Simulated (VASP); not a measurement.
# TaSi2 (P6_222) in VASP: settings compared

The runs below take TaSi2 through relaxation of cell and atoms, with LDA, PBEsol.

All numbers are computed with VASP 6.6.1; they aren't measurements. Logs are shortened: lines on timing, memory, paths and dates and some standing lists are left out, and cuts for length are marked.

## 1. The structure

The structure is hexagonal, space group P6_222 (No. 180). Conventional cell: a = 4.738 Å, b = 4.738 Å, c = 6.523 Å, α = 90.00°, β = 90.00°, γ = 120.00°. Ta (site symmetry 222) has 10 Si at 2.59 to 2.80 Å as nearest neighbours. Si (site symmetry 2) is surrounded by 5 Si at 2.54 to 2.80 Å and 5 Ta at 2.59 to 2.80 Å.

## 2. Relaxation of cell and atoms, LDA

INCAR

```
ALGO     = Normal         # electronic algorithm
EDIFF    = 1E-7           # SCF threshold, eV
EDIFFG   = -0.005         # ionic threshold
ENCUT    = 600            # plane-wave cutoff, eV
GGA      = CA             # functional
IBRION   = 2              # ionic algorithm
ISIF     = 3              # what is computed and relaxed
ISMEAR   = 1              # smearing method
KPAR     = 4            
LASPH    = True           # aspherical terms in the spheres
LCHARG   = False          # write CHGCAR
LREAL    = False          # projectors in reciprocal space
LWAVE    = False          # write WAVECAR
NELM     = 80             # most SCF steps
NSW      = 90             # ionic steps
PREC     = Accurate       # precision mode
SIGMA    = 0.1            # smearing width, eV
```

KPOINTS

```
k-points
0
Gamma
  9 9 6
```

POSCAR

```
TaSi2                                   
1.0
    4.7375495297     -0.0000000000      0.0000000000
   -2.3687747649      4.1028382444     -0.0000000000
   -0.0000000000      0.0000000000      6.5234058065
  Ta              Si            
     3     6
Direct
     0.5000000000000000    1.0000000000000000    0.5000000000000000
     0.5000000000000000    0.5000000000000000    0.8333333332999970
     0.0000000000000000    0.5000000000000000    0.1666666667000030
     0.1592529857149466    0.3185059714299003    0.5000000000000000
     0.8407470142850534    0.1592529857149466    0.8333333332999970
     0.6814940285700998    0.8407470142850534    0.1666666667000030
     0.8407470142850534    0.6814940285700996    0.5000000000000000
     0.1592529857149466    0.8407470142850534    0.8333333332999970
     0.3185059714299003    0.1592529857149466    0.1666666667000030
```

Potentials or basis: VASP PAW LDA potentials, release 64 (Ta_pv, Si).

On the command line:

```console
$ cat potpaw_LDA.64/Ta_pv/POTCAR potpaw_LDA.64/Si/POTCAR > POTCAR
$ mpirun -np 4 vasp_std > vasp.out
```

OUTCAR:

```text
EDIFF = 1E-7
   EDIFFG = -0.005
   ENCUT = 600
   GGA = CA
   IBRION = 2
   ISIF = 3
   ISMEAR = 1
   LASPH = True
   LREAL = False
   NELM = 80
   NSW = 90
   PREC = Accurate

 ion  position               nearest neighbor table
   1  0.500  0.000  0.500-   5 2.59   8 2.59   6 2.59   9 2.59   4 2.71   7 2.71   7 2.71   4 2.71
                             4 2.80   7 2.80   3 3.22   3 3.22   2 3.22   2 3.22
   2  0.500  0.500  0.833-   4 2.59   7 2.59   6 2.59   9 2.59   8 2.71   5 2.71   8 2.71   5 2.71
                             8 2.80   5 2.80   1 3.22   1 3.22   3 3.22   3 3.22
   3  0.000  0.500  0.167-   4 2.59   7 2.59   5 2.59   8 2.59   9 2.71   6 2.71   9 2.71   6 2.71
                             6 2.80   9 2.80   1 3.22   1 3.22   2 3.22   2 3.22
   4  0.159  0.319  0.500-   5 2.54   9 2.54   2 2.59   3 2.59   7 2.61   1 2.71   1 2.71   1 2.80
                             7 2.80   7 2.80   6 3.14   8 3.14
   5  0.841  0.159  0.833-   4 2.54   6 2.54   1 2.59   3 2.59   8 2.61   2 2.71   2 2.71   2 2.80
                             8 2.80   8 2.80   7 3.14   9 3.14
   6  0.681  0.841  0.167-   7 2.54   5 2.54   1 2.59   2 2.59   9 2.61   3 2.71   3 2.71   3 2.80
                             9 2.80   9 2.80   4 3.14   8 3.14
   7  0.841  0.681  0.500-   8 2.54   6 2.54   2 2.59   3 2.59   4 2.61   1 2.71   1 2.71   1 2.80
                             4 2.80   4 2.80   9 3.14   5 3.14
   8  0.159  0.841  0.833-   7 2.54   9 2.54   1 2.59   3 2.59   5 2.61   2 2.71   2 2.71   2 2.80
                             5 2.80   5 2.80   4 3.14   6 3.14
   9  0.319  0.159  0.167-   4 2.54   8 2.54   1 2.59   2 2.59   6 2.61   3 2.71   3 2.71   3 2.80
                             6 2.80   6 2.80   7 3.14   5 3.14

  LATTYP: Found a hexagonal cell.
 ALAT       =     4.7375495297
 C/A-ratio  =     1.3769578061

  Lattice vectors:

 A1 = (   4.7375495297,   0.0000000000,   0.0000000000)
 A2 = (  -2.3687747649,   4.1028382444,   0.0000000000)
 A3 = (   0.0000000000,   0.0000000000,   6.5234058065)

Analysis of symmetry for initial positions (statically):
=====================================================================
 Subroutine PRICEL returns:
 Original cell was already a primitive cell.

 Routine SETGRP: Setting up the symmetry group for a
 hexagonal supercell.

 Subroutine GETGRP returns: Found 12 space group operations
 (whereof  4 operations were pure point group operations)
 out of a pool of 24 trial point group operations.

The static configuration has the point symmetry D_2 .
 The point group associated with its full space group is D_6 .

Analysis of symmetry for dynamics (positions and initial velocities):
=====================================================================
 Subroutine PRICEL returns:
 Original cell was already a primitive cell.

 Routine SETGRP: Setting up the symmetry group for a
 hexagonal supercell.

 Subroutine GETGRP returns: Found 12 space group operations
 (whereof  4 operations were pure point group operations)
 out of a pool of 24 trial point group operations.

The dynamic configuration has the point symmetry D_2 .
 The point group associated with its full space group is D_6 .

 Subroutine INISYM returns: Found 12 space group operations
 (whereof  4 operations are pure point group operations),
 and found     1 'primitive' translations

----------------------------------------------------------------------------------------

                                     Primitive cell

  volume of cell :     126.7980

  direct lattice vectors                    reciprocal lattice vectors
     4.737549530  0.000000000  0.000000000     0.211079587  0.121866857  0.000000000
    -2.368774765  4.102838244  0.000000000     0.000000000  0.243733713  0.000000000
     0.000000000  0.000000000  6.523405806     0.000000000  0.000000000  0.153294158

  length of vectors
[... 121 lines left out ...]
   GGA     = CA    functional components
   LHFCALC =     F    Hartree Fock is set to
   AEXX    =    0.0000 exact exchange contribution
   IVDW    =     0    specifies the selected vdW correction
   LEPSILON=     F    determine dielectric tensor
   LRPA    =     F    only Hartree local field effects (RPA)
 conjugate gradient relaxation of ions
 non-spin polarized calculation
 Methfessel and Paxton  Order N= 1 SIGMA  =   0.10
  energy-cutoff  :      600.00
  volume of cell :      126.80
 maximum number of plane-waves:      4274
 NGX is ok and might be reduce to    40
   NGX = 19   NGY = 19   NGZ = 27

--------------------------------------- Ionic step        1  -------------------------------------------

 number of electron      57.0000000 magnetization

 Free energy of the ion-electron system (eV)
  ---------------------------------------------------
  ext. energy  EPLUGINS =         0.00000000
  ---------------------------------------------------
  free energy    TOTEN  =       -79.33744320 eV

  energy without entropy =      -79.33552812  energy(sigma->0) =      -79.33680484

------------------------ aborting loop because EDIFF is reached ----------------------------------------

  FORCE on cell =-STRESS in cart. coord.  units (eV):
  Direction    XX          YY          ZZ          XY          YZ          ZX
  --------------------------------------------------------------------------------------
  -------------------------------------------------------------------------------------
  Total        0.0060681      0.0060681      0.0013751     -0.0000000      0.0000000      0.0000000
  in kB        0.0766745      0.0766745      0.0173754     -0.0000000      0.0000000      0.0000000
  external PRESSURE =       0.0569081 kB  Pullay stress =       0.0000000 kB

 VOLUME and BASIS-vectors are now :
 -----------------------------------------------------------------------------
  energy-cutoff  :      600.00
  volume of cell :      126.80
      direct lattice vectors                 reciprocal lattice vectors
     4.737549530  0.000000000  0.000000000     0.211079587  0.121866857  0.000000000
    -2.368774765  4.102838244  0.000000000     0.000000000  0.243733713  0.000000000
     0.000000000  0.000000000  6.523405806     0.000000000  0.000000000  0.153294158

 POSITION                                       TOTAL-FORCE (eV/Angst)
 -----------------------------------------------------------------------------------
      2.36877      0.00000      3.26170        -0.000000     -0.000000     -0.000000
      1.18439      2.05142      5.43617        -0.000000     -0.000000      0.000000
     -1.18439      2.05142      1.08723        -0.000000     -0.000000      0.000000
     -0.00000      1.30678      3.26170         0.000000     -0.005038     -0.000000
      3.60585      0.65339      5.43617         0.004363     -0.002519     -0.000000
      1.23707      3.44945      1.08723         0.004363      0.002519      0.000000
      2.36877      2.79606      3.26170        -0.000000      0.005038     -0.000000
     -1.23707      3.44945      5.43617        -0.004363      0.002519     -0.000000
      1.13170      0.65339      1.08723        -0.004363     -0.002519      0.000000
 -----------------------------------------------------------------------------------
    total drift:                                0.000000     -0.000000      0.000000

  FREE ENERGIE OF THE ION-ELECTRON SYSTEM (eV)
  ---------------------------------------------------
  free  energy   TOTEN  =       -79.3374431982 eV

  energy  without entropy=      -79.3355281162  energy(sigma->0) =      -79.33680484

--------------------------------------- Ionic step        2  -------------------------------------------

 number of electron      57.0000000 magnetization

 Free energy of the ion-electron system (eV)
  ---------------------------------------------------
  ext. energy  EPLUGINS =         0.00000000
  ---------------------------------------------------
  free energy    TOTEN  =       -79.33744839 eV

  energy without entropy =      -79.33553148  energy(sigma->0) =      -79.33680942

 E-fermi :   9.6041     XC(G=0): -12.3108

 val. band max:        9.5942079084   @ k =   0.3333   0.1111   0.5000
 cond. band min:       9.6129566953   @ k =   0.3333   0.2222   0.0000
 fundamental gap:      0.0187487870
 Fermi energy:         9.6041092351

 k-point     1 :       0.0000    0.0000    0.0000
  band No.  band energies     occupation
      1     -24.5261      2.00000
      2     -24.5261      2.00000
      3     -24.5202      2.00000
      4     -24.4477      2.00000
      5     -24.4477      2.00000
      6     -24.3429      2.00000
[... 877 lines left out ...]
     33      11.9353      0.00000
     34      12.0481      0.00000

 [... further k-points ...]

------------------------ aborting loop because EDIFF is reached ----------------------------------------

  FORCE on cell =-STRESS in cart. coord.  units (eV):
  Direction    XX          YY          ZZ          XY          YZ          ZX
  --------------------------------------------------------------------------------------
  -------------------------------------------------------------------------------------
  Total       -0.0018865     -0.0018865     -0.0097600      0.0000000      0.0000000      0.0000000
  in kB       -0.0238353     -0.0238353     -0.1233156      0.0000000      0.0000000      0.0000000
  external PRESSURE =      -0.0569954 kB  Pullay stress =       0.0000000 kB

 VOLUME and BASIS-vectors are now :
 -----------------------------------------------------------------------------
  energy-cutoff  :      600.00
  volume of cell :      126.81
      direct lattice vectors                 reciprocal lattice vectors
     4.737703627 -0.000000000  0.000000000     0.211072722  0.121862893 -0.000000000
    -2.368851814  4.102971697  0.000000000     0.000000000  0.243725786 -0.000000000
     0.000000000  0.000000000  6.523453890     0.000000000  0.000000000  0.153293028

 POSITION                                       TOTAL-FORCE (eV/Angst)
 -----------------------------------------------------------------------------------
     -0.00000      4.10297      3.26173        -0.000000      0.000000     -0.000000
      1.18443      2.05149      5.43621        -0.000000      0.000000      0.000000
      3.55328      2.05149      1.08724        -0.000000      0.000000     -0.000000
     -0.00000      1.30658      3.26173         0.000000     -0.001651     -0.000000
      3.60617      0.65329      5.43621         0.001430     -0.000826     -0.000000
      1.23732      3.44968      1.08724         0.001430      0.000826      0.000000
      2.36885      2.79639      3.26173        -0.000000      0.001651     -0.000000
     -1.23732      3.44968      5.43621        -0.001430      0.000826     -0.000000
      1.13153      0.65329      1.08724        -0.001430     -0.000826      0.000000
 -----------------------------------------------------------------------------------
    total drift:                                0.000000     -0.000000      0.000000

  FREE ENERGIE OF THE ION-ELECTRON SYSTEM (eV)
  ---------------------------------------------------
  free  energy   TOTEN  =       -79.3374483854 eV

  energy  without entropy=      -79.3355314804  energy(sigma->0) =      -79.33680942

 reached required accuracy - stopping structural energy minimisation
```

Wall time 68 s (4 MPI ranks of Intel Xeon 6975P-C (Granite Rapids), shared host); peak memory 0.35 GiB.

Results:

```yaml
Free_energy: -79.3374 eV
Energy_gained_by_relaxing: 0.0 meV/atom
Ionic_steps: 2
Pressure_after_relaxing: 0.0 GPa
Band_gap_on_the_k_mesh: none (metal or under the smearing width)
```

Final structure:
```xyz
9
Lattice="4.7377 0.0000 0.0000 -2.3689 4.1030 0.0000 0.0000 0.0000 6.5235" Properties=species:S:1:pos:R:3 pbc="T T T"
Ta    0.0000    4.1030    3.2617
Ta    1.1844    2.0515    5.4362
Ta    3.5533    2.0515    1.0872
Si    0.0000    1.3066    3.2617
Si    3.6062    0.6533    5.4362
Si    1.2373    3.4497    1.0872
Si    2.3689    2.7964    3.2617
Si   -1.2373    3.4497    5.4362
Si    1.1315    0.6533    1.0872
```

Levels at points of the mesh, in eV from the Fermi level:
```tsv
k point	band 27	band 28	band 29	band 30	band 31	band 32
(0.00, 0.00, 0.00)	-2.22	-2.22	-1.40	0.71	3.11	3.11
(0.00, 0.00, 0.50)	-1.71	-1.71	1.11	1.11	2.75	2.75
```

The run has no spin-orbit coupling, so splittings on Ta are missing.

(Continued in part 2 of 2.)
